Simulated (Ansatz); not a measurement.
# Si2Ni: the cost of one run

Program: Ansatz 0.2.0. Level of theory: DFT PBE, scalar-relativistic, plane waves, PAW. These are calculated values, not measurements.

**1. The system as given**

It takes space group Fm-3m (No. 225, cubic). The conventional cell has a = 5.406 Å, b = 5.406 Å, c = 5.406 Å, α = 90.00°, β = 90.00°, γ = 90.00°. Around Si (site symmetry -43m) lie 4 Ni at 2.34 Å. Ni (site symmetry m-3m) is surrounded by 8 Si at 2.34 Å.

As a file:

```xyz
3
Lattice="0.0000 2.7030 2.7030 2.7030 0.0000 2.7030 2.7030 2.7030 0.0000" Properties=species:S:1:pos:R:3 pbc="T T T"
Si    1.3515    1.3515    1.3515
Si    4.0545    4.0545    4.0545
Ni    0.0000    0.0000    0.0000
```

The structure comes from the Crystallography Open Database.

**2. Ground state at the listed geometry**

File input.yaml:

```yaml
crystal:
  lattice:
    - [0.0, 2.703, 2.703]
    - [2.703, 0.0, 2.703]
    - [2.703, 2.703, 0.0]
  atoms:
    - { symbol: Si, position: [0.25, 0.25, 0.25] }
    - { symbol: Si, position: [0.75, 0.75, 0.75] }
    - { symbol: Ni, position: [0.0, 0.0, 0.0], spin: 2.0 }
magnetization:
  spin_polarized: true
basis:
  ecutwfc: 420
  fft_grid_basis: typed
kpoints:
  mp_grid: { grid: [12, 12, 12] }
hamiltonian:
  xc: pbe
scf:
  occupations: { method: gaussian, width: 0.05 }
output:
  forces: true
  stress: true
  eigenvalues: true
  bader: true
  write_density: true
  volumetric_format: npy
  populations: true
  elf: true
```

The run is started by

```
ansatz run input.yaml --threads 2 --pin off --max-ram 4096MiB --backend cpu --events-out ev --progress --plain --runs-dir out
```

What time and memory should one allow on 2 threads of Arm Neoverse N1, shared host?

About 31 s, with a peak of 0.39 GiB.
